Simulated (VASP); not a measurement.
The system is Mn.

```
CELL_PARAMETERS angstrom
-1.54050 1.54050 1.54050
1.54050 -1.54050 1.54050
1.54050 1.54050 -1.54050
ATOMIC_POSITIONS crystal
Mn 0.00000 0.00000 0.00000
```

This isn't the form of Mn at room conditions, which is a 58-atom cubic cell.

Base run:

- Program: VASP 6.6.1
- Functional: PBE
- Potentials or basis: VASP PAW PBE potentials, release 64 (Mn_GW)
- Cutoff: 550 eV
- k mesh: 12 × 12 × 12
- Occupations: gaussian, width 0.1 eV
- Spin: collinear spin, ferromagnetic start
- Starting moments: [4.0] μB

Its results: band gap on the k mesh none (metal or under the smearing width); pressure -10.1 GPa; net moment 3.09 μB per cell; site moments Mn +3.00 μB.

Question: The run is repeated on the same cell with these changes: further incar settings from ALGO = Fast; EDIFF = 1e-07 to ALGO = Fast; EDIFF = 1.00e-06; NBANDS = 14. What comes out?

Answer: Band gap on the k mesh none (metal or under the smearing width); pressure -34.5 GPa; net moment 1.48 μB per cell; site moments Mn +1.48 μB.

Caveats: a pressure of tens of GPa on the cell as given is suspect, and the run, the potentials or the cell itself is likely at fault (some runs).
